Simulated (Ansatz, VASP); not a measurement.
Ag in VASP and in Ansatz

Contents of INCAR:

```
SYSTEM = Ag
  PREC = Accurate
  ENCUT = 520
  EDIFF = 1E-6
  ISMEAR = -1
  SIGMA = 0.05
  LREAL = .FALSE.
  LASPH = .TRUE.
  NELM = 100
  ALGO = Normal
  ISIF = 2
  LWAVE = .FALSE.
  LCHARG = .TRUE.
  GGA = PE
  LELF = .TRUE.
  LVHAR = .TRUE.
  NBANDS = 12
```

Contents of KPOINTS:

```
regular mesh
0
G
  11 11 11
  0 0 0
```

File POSCAR:

```
Ag
1.0
   -1.7218801600      1.7218801600      1.6556540000
    1.7218801600     -1.7218801600      1.6556540000
    1.7218801600      1.7218801600     -1.6556540000
Ag
1
Direct
    0.0000000000      0.0000000000      0.0000000000
```

File input.yaml:

```yaml
crystal:
  lattice:
    - [-1.72188016, 1.72188016, 1.655654]
    - [1.72188016, -1.72188016, 1.655654]
    - [1.72188016, 1.72188016, -1.655654]
  atoms:
    - { symbol: Ag, position: [0.0, 0.0, 0.0] }
kpoints:
  mp_grid: { grid: [11, 11, 11] }
scf:
  occupations: { method: fermi_dirac, width: 0.05 }
hamiltonian:
  xc: pbe
  pseudopotentials: { kind: all_electron, lapw: { basis_error: 0.001 } }
output:
  forces: true
  stress: true
  eigenvalues: true
```

Change from the starting cell: strain = 0.04.

Alike in both runs: task single point; functional PBE; k mesh 11 × 11 × 11; occupations fermi-dirac, width 0.05 eV; no spin polarisation.

|  | VASP | Ansatz |
| --- | --- | --- |
| version | VASP 6.6.1 | Ansatz 0.2.0 |
| potentials or method | VASP PAW PBE potentials, release 64 (Ag) | all-electron LAPW, scalar-relativistic |
| plane-wave cutoff (eV) | 520 | see its input |

Ansatz gave:

| Property | Result |
| --- | --- |
| gap on the k mesh at the Fermi level (eV) | none |
| pressure (GPa) | -6.2 |
| largest component of the traceless stress (GPa) | 0.44 |

Task: Which values does VASP return?

Result: gap on the k mesh at the Fermi level (eV): none; pressure (GPa): -6.2; largest component of the traceless stress (GPa): 0.43.

A gap of «none» marks a metal or a gap that the smearing closes. Ansatz ran all-electron here, so the differences hold the error of VASP's frozen core and of both bases.
